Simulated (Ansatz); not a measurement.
The system is Bi2TeSe2 (Skippenite).

```
Bi Te Se
1.0
     2.09150    1.20753    9.71233
    -2.09150    1.20753    9.71233
     0.00000   -2.41506    9.71233
Bi Te Se
2 1 2
Direct
  0.60194 0.60194 0.60194
  0.39806 0.39806 0.39806
  0.00000 0.00000 0.00000
  0.78840 0.78840 0.78840
  0.21160 0.21160 0.21160
```

Base run:

* Program: Ansatz 0.2.0
* Functional: r2SCAN
* Potentials or basis: Ansatz PAW
* Cutoff: 500 eV
* Density cutoff: 2000 eV
* k mesh: 5 × 5 × 5
* Occupations: fermi-dirac, width 0.05 eV
* Spin: spin-orbit coupling, no magnetisation

Its results: band gap on the k mesh 0.23 eV, direct; pressure 4.0 GPa; largest force 1.887 eV/Å.

**Question.** The run is repeated on the same cell with these changes: functional from r2SCAN to LDA; cutoff from 500 eV to 420 eV; density cutoff from 2000 eV to 1680 eV. What comes out?

**Answer.** Band gap on the k mesh 0.22 eV, indirect (least direct gap 0.38 eV); pressure 0.7 GPa; largest force 1.638 eV/Å.

Caveats: the PAW data sets come from PBE, with cores solved anew for the run's functional, which leaves a small shift of forces and pressure; forces of over 1 eV/Å show positions far from the minimum, so gaps and moduli don't describe the material at rest.

Not every run made on this cell is shown here.
